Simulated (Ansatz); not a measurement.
# C (C (110), 3 layers): how the settings move a single-point run

Question: which choices in the input matter for C (C (110), 3 layers)?

Computed with Ansatz 0.2.0 (reference: DFT, r2SCAN, PAW with Ansatz's default frozen-core files, scalar-relativistic, unless a step's input says otherwise).

## 1. The starting structure

It takes space group Pmma (No. 51, orthorhombic). Conventional cell: a = 2.517 Å, b = 18.517 Å, c = 3.560 Å, α = 90.00°, β = 90.00°, γ = 90.00°. C (site symmetry m) has 3 C at 1.54 Å as nearest neighbours. C (site symmetry mm2) has 4 C at 1.54 Å as nearest neighbours.

As a file:

```
CELL_PARAMETERS angstrom
2.51745 0.00000 0.00000
0.00000 3.56021 0.00000
0.00000 0.00000 18.51740
ATOMIC_POSITIONS crystal
C 0.75000 0.12500 0.43202
C 0.25000 0.87500 0.43202
C 0.25000 0.62500 0.50000
C 0.75000 0.37500 0.50000
C 0.75000 0.12500 0.56798
C 0.25000 0.87500 0.56798
```

## 2. The reference run

input.yaml reads:

```yaml
crystal:
  lattice:
    - [2.5174486404, 0.0, 0.0]
    - [0.0, 3.5602100098, 0.0]
    - [0.0, 0.0, 18.5174]
  atoms:
    - { symbol: C, position: [0.75, 0.125, 0.432024781] }
    - { symbol: C, position: [0.25, 0.875, 0.432024781] }
    - { symbol: C, position: [0.25, 0.625, 0.5] }
    - { symbol: C, position: [0.75, 0.375, 0.5] }
    - { symbol: C, position: [0.75, 0.125, 0.567975219] }
    - { symbol: C, position: [0.25, 0.875, 0.567975219] }
kpoints:
  mp_grid: { grid: [10, 7, 1] }
scf:
  occupations: { method: fermi_dirac, width: 0.02 }
hamiltonian:
  xc: r2scan
  pseudopotentials: { kind: paw }
output:
  forces: true
  stress: true
  eigenvalues: true
  populations: true
efield:
  axis: 3
  amplitude: 0
  dipole_correction: true
```

On the command line:

```console
ansatz run input.yaml --threads 2 --pin off --max-ram 4096MiB --backend cpu --events-out ev --progress --plain --runs-dir out
```

## 3. Changing settings: eigensolver.kind davidson, lower_state_search standard

input.yaml: that of step 2 with these lines changed.

```diff
@@ -16,2 +16,4 @@
   occupations: { method: fermi_dirac, width: 0.02 }
+  eigensolver: { kind: davidson }
+  lower_state_search: standard
 hamiltonian:
```

Q: Predict the outcome of this session. Wanted: for each run, ending; energy change; gap; force.

**Answer**, as computed:

| run | ending | energy change | gap (eV) | force (eV/Å) | cycles | time |
| --- | --- | --- | --- | --- | --- | --- |
| reference | converged | 0 | 0.00 | 4.83 | 7 | 6.9 s |
| 1: eigensolver.kind davidson, lower_state_search standard | converged | 0.0 meV/atom | 0.00 | 4.83 | 8 | 11 s |

Residual by cycle in the longest SCF loop of each run; runs are numbered as in the table. The quantity is the density residual dr2, in eV.

| cycle | reference | run 1 |
| --- | --- | --- |
| 1 | 0.36 | 0.362 |
| 2 | 0.015 | 0.0159 |
| 3 | 0.00334 | 0.00322 |
| 4 | 1.8e-4 | 2.1e-4 |
| 5 | 2.5e-5 | 3.5e-5 |
| 6 | 1.5e-6 | 4.0e-6 |
| 7 | 4.6e-8 | 1.2e-7 |
| 8 | - | 6.3e-9 |

The changed input (solver and search for lower states) leaves the energy the same to the digits printed. Cost: 8 SCF cycles against 7, 11 s against 6.9 s.
